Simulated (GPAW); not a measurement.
The system is SnTe.

```
CELL_PARAMETERS angstrom
0.00000 3.61115 3.61115
3.61115 0.00000 3.61115
3.61115 3.61115 0.00000
ATOMIC_POSITIONS crystal
Te 0.25000 0.25000 0.25000
Sn 0.00000 0.00000 0.00000
```

Measurements of this composition are mostly on another form, of space group No. 225.

Base run:

| Quantity | Value |
| --- | --- |
| Program | GPAW 26.7.0 |
| Functional | HSE06 |
| Potentials or basis | GPAW PAW data sets (gpaw-data 1.2.1) |
| Cutoff | 450 eV |
| Basis | pw |
| k mesh | 4 × 4 × 4 |
| Occupations | fermi-dirac, width 0.05 eV |
| Spin | no spin polarisation |

Its results: band gap on the k mesh 0.32 eV, indirect (least direct gap 1.11 eV).

Task: The run is repeated on the same cell with these changes: functional from HSE06 to PBE0. What comes out?

Result: Band gap on the k mesh 0.96 eV, indirect (least direct gap 1.77 eV).

Caveats: exact exchange converges slowly with the k mesh, and this mesh is small; spin-orbit coupling is left out, which moves the levels of the heavy elements.

A k mesh can miss the band edges.
